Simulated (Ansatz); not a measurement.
# BN: band gap under strain

Aim: follow the gap of BN (zincblende) through these states: -2.7 % strain along [111] alone; +2.4 % shear in the xy plane; -1.1 % biaxial strain in the (111) plane, free along [111]. The table at the end shows which levels were run.

Code: Ansatz 0.2.0. PAW datasets, plane waves. No spin polarisation and no zero-point or thermal motion.

## Step 1: The structure to begin with

The unstrained cell was relaxed with r2SCAN; in each strained cell the atoms were relaxed again with r2SCAN. Names of k-points are those of the unstrained zone, where strain can split equivalent points. First state: -2.7 % strain along [111] alone.

Space group R3m (No. 160), trigonal; conventional cell a = 2.552 Å, c = 6.085 Å, 5.72 Å³ an atom. B has 4 N at 1.52–1.56 Å; N has 4 B at 1.52–1.56 Å.

Coordinates:

```xyz
2
Lattice="-0.0321 1.7727 1.7727 1.7727 -0.0321 1.7727 1.7727 1.7727 -0.0321" Properties=species:S:1:pos:R:3 pbc="T T T"
B    -0.0011   -0.0011   -0.0011
N     0.8794    0.8794    0.8794
```

## Step 2: -2.7 % strain along [111] alone: PBE

input.yaml

```yaml
crystal:
  lattice:
    - [-0.0321258931, 1.7726995604, 1.7726995604]
    - [1.7726995604, -0.0321258931, 1.7726995604]
    - [1.7726995604, 1.7726995604, -0.0321258931]
  atoms:
    - { symbol: B, position: [-0.000303059, -0.000303059, -0.000303059] }
    - { symbol: "N", position: [0.250303059, 0.250303059, 0.250303059] }
kpoints:
  mp_grid: { grid: [12, 12, 12] }
  band_path:
    path:
      - [0.0, 0.0, 0.0]
      - [-0.5, -0.5, 0.0]
      - [-0.375, -0.375, 0.25]
      - [-0.375, 0.0, 0.375]
      - [0.0, 0.0, 0.5]
      - [-0.5, -0.25, 0.25]
    npoints: 1
hamiltonian:
  xc: pbe
scf:
  occupations: { method: fermi_dirac, width: 0.02 }
  n_extra_bands: 4
output:
  forces: true
  stress: true
  eigenvalues: true
```

Further steps of the session: -2.7 % strain along [111] alone: r2SCAN; -2.7 % strain along [111] alone: HSE06; +2.4 % shear in the xy plane: PBE; +2.4 % shear in the xy plane: r2SCAN; +2.4 % shear in the xy plane: HSE06; -1.1 % biaxial strain in the (111) plane, free along [111]: PBE; -1.1 % biaxial strain in the (111) plane, free along [111]: r2SCAN; -1.1 % biaxial strain in the (111) plane, free along [111]: HSE06.

**Question.** What will these runs give?

The runs gave:

Least gap in eV (negative: overlap):

```
                                                     state   PBE  r2SCAN  HSE06
                           -2.7 % strain along [111] alone  4.38    4.91   5.72
                              +2.4 % shear in the xy plane  4.38    4.91   5.71
-1.1 % biaxial strain in the (111) plane, free along [111]  4.47    5.00   5.79
```

What this shows: Where both were run, the HSE06 gap lies +1.33 to +1.34 eV from PBE's, each on its own k points. In PBE the gap is least under -2.7 % strain along [111] alone (4.38 eV) and largest under -1.1 % biaxial strain in the (111) plane, free along [111] (4.47 eV).
